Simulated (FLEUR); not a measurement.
# Bi: single point with PBEsol

The system is Bi.

```
Bi
1.0
    -1.91305    1.91305    1.91305
     1.91305   -1.91305    1.91305
     1.91305    1.91305   -1.91305
Bi
1
Direct
  0.00000 0.00000 0.00000
```

This isn't the form of Bi at room conditions, which is rhombohedral.

- Program: FLEUR MaX-R8.1 (later development tree)
- Task: single point
- Functional: PBEsol
- Potentials or basis: all-electron
- Basis: FLAPW
- Kmax: 4.1 1/bohr
- k mesh: 9 × 9 × 9
- Occupations: fermi-dirac, width 0.05 eV
- Spin: no spin polarisation
- Gmax: 12.7 1/bohr
- Muffin-tin radii: Bi 2.66 bohr
- lmax: Bi 10
- lnonsphr: Bi 10
- Local orbitals a species: Bi 5
- Max iterations: 60
- Mixing factor: 0.05
- Mixer: Anderson
- Mixer history: 15
- Density convergence: 1e-05 me/bohr^3

```
Band gap on the k mesh                                : none (metal or under the smearing width)
Valence electrons inside the program's atomic spheres : Bi 18.86 (radii Bi 2.66 bohr)
```

Levels at points of the mesh, in eV from the Fermi level:
```csv
k point,band 6,band 7,band 8,band 9,band 10,band 11,band 12,band 13,band 14,band 15
"(0.00, 0.00, 0.00)",-23.22,-23.03,-23.03,-14.47,5.78,5.78,5.78,10.29,10.29,10.29
```

Core levels (eV from the Fermi level):
```
atom                                                                                                                                                                                                                                                     levels
1 Bi  1s1/2 -90489.7, 2s1/2 -16241.4, 2p1/2 -15603.4, 2p3/2 -13284.4, 3s1/2 -3917.1, 3p1/2 -3629.2, 3p3/2 -3110.0, 4s1/2 -896.0, 3d3/2 -2638.7, 3d5/2 -2528.7, 4p1/2 -770.9, 4p3/2 -642.8, 5s1/2 -153.6, 4d3/2 -439.5, 4d5/2 -415.6, 4f5/2 -151.7, 4f7/2 -146.2
```

Run time: 14 s on 1 thread of Arm Neoverse V1 (shared host), peak memory 0.07 GiB.

Caveat: spin-orbit coupling is left out, which moves the levels of the heavy elements.
